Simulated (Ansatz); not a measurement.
A 2-atom cell of KBr started from a crystallographic database at its r2SCAN geometry, run in the PAW code Ansatz at 4 levels of theory. Non-magnetic throughout; all numbers are computed.

The PBE+SOC input:
```yaml
crystal:
  lattice:
    - [0.0, 3.3024387198, 3.3024387198]
    - [3.3024387198, 0.0, 3.3024387198]
    - [3.3024387198, 3.3024387198, 0.0]
  atoms:
    - { symbol: K, position: [0.0, 0.0, 0.0] }
    - { symbol: Br, position: [0.5, 0.5, 0.5] }
kpoints:
  mp_grid: { grid: [6, 6, 6] }
  band_path:
    path:
      - [0.0, 0.0, 0.0]
      - [0.5, 0.0, 0.5]
      - [0.625, 0.25, 0.625]
      - [0.375, 0.375, 0.75]
      - [0.5, 0.5, 0.5]
      - [0.5, 0.25, 0.75]
    npoints: 1
hamiltonian:
  xc: pbe
scf:
  occupations: { method: fixed }
  n_extra_bands: 8
magnetization:
  noncollinear: true
  spin_orbit: true
output:
  forces: true
  stress: true
  eigenvalues: true
```

Main results, then, where recorded, the levels near the gap in eV from the Fermi energy (columns number the bands from 0), one row a point of the path (Γ, X, U, K, L, W):
```
Crystal: 2 atoms, lattice volume = 72.033 Å³
Symmetry: 48 space group operations + 48 with time reversal
Magnetic group: BNS 225.117 (UNI 1619)
```
```
Basis set: ecut = 420 eV, 1411 PW (Γ)
k-points: 16 of 216
SCF 1 converged in 7 iterations: F = -4324.879485 eV  dr2 = 3.67e-9
Free energy (F): -4324.879485 eV
Fermi energy:    1.214408 eV
--- Stress (GPa, compression-positive) ---
        0.684213       0.000000       0.000000
        0.000000       0.684213       0.000000
        0.000000       0.000000       0.684213
  P = ⅓ Tr σ = 0.6842 GPa (6.842 kbar)
```
```tsv
band_6	band_7	band_8	band_9	band_10	band_11	band_12	band_13	band_14	band_15	band_16	band_17	band_18	band_19	band_20	band_21
-11.330	-11.330	-11.330	-11.330	-0.495	-0.495	0.000	0.000	0.000	0.000	4.269	4.269	7.441	7.441	7.441	7.441
-11.402	-11.402	-11.366	-11.366	-1.058	-1.058	-0.522	-0.522	-0.295	-0.295	5.708	5.708	7.033	7.033	9.187	9.187
-11.380	-11.380	-11.289	-11.289	-1.042	-1.042	-0.695	-0.695	-0.419	-0.419	6.430	6.430	7.984	7.984	8.296	8.296
-11.380	-11.380	-11.289	-11.289	-1.042	-1.042	-0.695	-0.695	-0.419	-0.419	6.430	6.430	7.984	7.984	8.296	8.296
-11.336	-11.336	-11.136	-11.136	-1.387	-1.387	-0.601	-0.601	-0.345	-0.345	6.423	6.423	8.062	8.062	9.559	9.559
-11.395	-11.395	-11.275	-11.275	-1.013	-1.013	-0.615	-0.615	-0.572	-0.572	7.198	7.198	7.246	7.246	8.092	8.092
```

The PBE+SOC gap is direct at Γ: 4.27 eV.

r2SCAN. Against the first input these blocks differ (the band path and keys that only write files left aside):
```yaml
hamiltonian:
  xc: r2scan
scf:
  occupations: { method: fixed }
  n_extra_bands: 4
```
(magnetization left out)

```
Basis set: ecut = 500 eV, 1837 PW (Γ)
k-points: 16 of 216
SCF 1 converged in 6 iterations: F = -4339.313279 eV  dr2 = 2.19e-10
Free energy (F): -4339.313279 eV
Fermi energy:    0.649627 eV
--- Stress (GPa, compression-positive) ---
        0.030496       0.000000       0.000000
        0.000000       0.030496       0.000000
        0.000000       0.000000       0.030496
  P = ⅓ Tr σ = 0.0305 GPa (0.305 kbar)
```
```tsv
band_3	band_4	band_5	band_6	band_7	band_8	band_9	band_10
-11.522	-11.522	0.000	0.000	0.000	5.071	8.235	8.235
-11.557	-11.557	-0.819	-0.287	-0.287	6.360	8.014	10.117
-11.546	-11.452	-0.699	-0.634	-0.329	7.113	8.988	9.041
-11.546	-11.452	-0.699	-0.634	-0.329	7.113	8.988	9.041
-11.526	-11.282	-1.164	-0.328	-0.328	7.123	8.865	10.506
-11.584	-11.431	-0.589	-0.589	-0.527	7.931	7.931	9.111
```

With r2SCAN the gap is 5.07 eV and direct, at Γ. The mean stress is close to zero (0.03 GPa).

Q: In the first input these blocks are replaced (the band path and keys that only write files left aside):
```yaml
kpoints:
  mp_grid: { grid: [4, 4, 4] }
hamiltonian:
  xc: hse06
scf:
  occupations: { method: fixed }
  n_extra_bands: 4
```
(magnetization left out)
What comes out?

A:
```
Basis set: ecut = 420 eV, 1411 PW (Γ)
k-points: 8 of 64
SCF 1 stopped early in 2 iterations: F = -4324.492092 eV  dr2 = 2.20e-5
Exchange kernel: α = 0.2500, screened, ω = 0.2079 Å⁻¹, Wigner–Seitz truncation, v(0) = 1041.2464 eV·Å³, q-mesh 4×4×4
SCF 2 stopped early in 5 iterations: F = -4327.403860 eV  dr2 = 6.82e-7
hybrid outer 1: dexx = +2.236e-3 eV, tail = 9.89e-6 eV
SCF 3 converged in 3 iterations: F = -4327.404124 eV  dr2 = 4.42e-9
hybrid outer 2: dexx = +1.387e-7 eV, tail = 1.35e-8 eV, Δε = 1.51e-3 eV
Free energy (F): -4327.404124 eV
Fermi energy:    0.194178 eV
--- Stress (GPa, compression-positive) ---
        0.427190       0.000000       0.000000
        0.000000       0.427190       0.000000
        0.000000       0.000000       0.427190
  P = ⅓ Tr σ = 0.4272 GPa (4.272 kbar)
```
```tsv
band_3	band_4	band_5	band_6	band_7	band_8	band_9	band_10
-12.072	-12.072	0.000	0.000	0.000	5.596	8.962	8.962
-12.109	-12.109	-0.864	-0.306	-0.306	7.060	8.477	10.761
-12.097	-11.995	-0.736	-0.670	-0.349	7.809	9.454	9.745
-12.097	-11.995	-0.736	-0.670	-0.349	7.809	9.454	9.745
-12.076	-11.812	-1.229	-0.344	-0.344	7.740	9.580	11.363
-12.137	-11.972	-0.621	-0.621	-0.559	8.643	8.643	9.581
```
The HSE06 gap is direct at Γ: 5.60 eV. The mean stress, +0.4 GPa, is small, and the program warns that its thresholds are loose for a hybrid's stress.

Q: In the first input these blocks are replaced (the band path and keys that only write files left aside):
```yaml
crystal:
  host: atoms
kpoints:
  mp_grid: { grid: [4, 4, 4] }
hamiltonian:
  xc:
    exchange: pbe
    correlation: pbe
    exx: { coeff: inverse_dielectric }
scf:
  occupations: { method: fixed }
  n_extra_bands: 4
```
(magnetization left out)
What comes out?

A:
```
ε∞ on k-mesh 4×4×4 of a primitive cell: xx 2.5500, yy 2.5500, zz 2.5500; 3/Tr ε∞, of that cell with its empty space = 0.39214953265124153
Basis set: ecut = 420 eV, 1411 PW (Γ)
k-points: 8 of 64
SCF 1 stopped early in 2 iterations: F = -4324.490054 eV  dr2 = 4.77e-5
SCF 2 stopped early in 6 iterations: F = -4329.311775 eV  dr2 = 1.84e-6
hybrid outer 1: dexx = +1.146e-2 eV, tail = 7.38e-5 eV
SCF 3 converged in 4 iterations: F = -4329.313003 eV  dr2 = 1.28e-8
hybrid outer 2: dexx = +2.772e-6 eV, tail = 1.40e-7 eV, Δε = 3.76e-3 eV
SCF 4 converged in 2 iterations: F = -4329.313005 eV  dr2 = 6.59e-10
hybrid outer 3: dexx = +4.582e-9 eV, tail = 1.59e-9 eV, Δε = 2.47e-4 eV, ΔF = 1.84e-30 eV/Å
Free energy (F): -4329.313005 eV
Fermi energy:    -0.918772 eV
--- Stress (GPa, compression-positive) ---
        0.235826       0.000000       0.000000
        0.000000       0.235826       0.000000
        0.000000       0.000000       0.235826
  P = ⅓ Tr σ = 0.2358 GPa (2.358 kbar)
```
```tsv
band_3	band_4	band_5	band_6	band_7	band_8	band_9	band_10
-12.564	-12.564	0.000	0.000	0.000	7.405	10.922	10.922
-12.603	-12.603	-0.926	-0.329	-0.329	8.896	10.392	12.652
-12.589	-12.487	-0.789	-0.710	-0.372	9.666	11.393	11.645
-12.589	-12.487	-0.789	-0.710	-0.372	9.666	11.393	11.645
-12.567	-12.298	-1.300	-0.364	-0.364	9.551	11.531	13.297
-12.632	-12.463	-0.664	-0.664	-0.591	10.528	10.528	11.534
```
DDH-PBE0 gives a direct gap of 7.41 eV at Γ. The mean stress, +0.2 GPa, is small, and the program warns that its thresholds are loose for a hybrid's stress.

Small level splittings and stresses of the hybrids carry the error of their coarser meshes.

Totals of different functionals, or with and without spin-orbit coupling, can't be compared.

Only the levels marked +SOC include spin-orbit coupling.

The meshes of the hybrids are coarse, so their gaps aren't converged to the digits shown.
